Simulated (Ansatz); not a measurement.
## Stress against strain in TiPbO₃

```xyz
5
Lattice="3.8992 0.0000 0.0000 0.0000 3.8992 0.0000 0.0000 0.0000 4.1499" Properties=species:S:1:pos:R:3 pbc="T T T"
Ti    1.9496    1.9496    2.2335
Pb    0.0000    0.0000    0.0000
O     1.9496    1.9496    0.4689
O     1.9496    0.0000    2.5522
O     0.0000    1.9496    2.5522
```

Atoms are numbered in the order listed.

The conventional cell has a = 3.899 Å, b = 3.899 Å, c = 4.150 Å, α = 90.00°, β = 90.00°, γ = 90.00°. Ti (atom 1) has 5 O at 1.76 to 1.98 Å as nearest neighbours. Pb (atom 2) has 8 O at 2.52 to 2.80 Å as nearest neighbours. O (atom 3) is surrounded by 1 Ti at 1.76 Å. O (atom 4) is surrounded by 2 Ti at 1.98 Å.

Structure: COD 2107521, as refined from experiment and not relaxed.

Spin–orbit coupling is left out, though it moves levels of the heavy atoms by tenths of an eV or more.

Theory: DFT, PBEsol, all-electron LAPW, scalar-relativistic (Ansatz 0.2.0).

Sampling and basis: a Γ-centred 9×9×8 k mesh, Fermi–Dirac smearing of 0.03 eV, basis error target 0.5 meV/atom, no spin polarisation.

The strain is applied along the Cartesian axes of the cell as listed (the other components stay zero). Fractional coordinates are held (clamped ions).

σ is the change of stress from the unstrained cell, which is at -1.01 GPa; tension is positive, so slopes are stress–strain coefficients at that pressure.

Only quantities that a quadratic follows smoothly over the whole series are listed; rougher ones are left out.

```
    εzz  σzz (GPa)  σxx (GPa)
-0.0300      -9.96      -3.74
-0.0200      -6.32      -2.44
 0.0000       0.00       0.00
 0.0100       2.72       1.13
 0.0200       5.19       2.21
 0.0300       7.42       3.24
```

Question: Fit the series and read off the stiffness at zero strain.

Answer: Least-squares fits y = p0 + p1 x + p2 x² to the rows give σzz (GPa): p1 = 289, p2 = -1400; σxx (GPa): p1 = 116, p2 = -270. So C33 = 289 GPa and C13 = 116 GPa, for these axes.

Question: One run, at εzz = -0.0100, is withheld. Predict its row.

Answer: The fits give -3.04, -1.19; the run gave -3.01, -1.19.
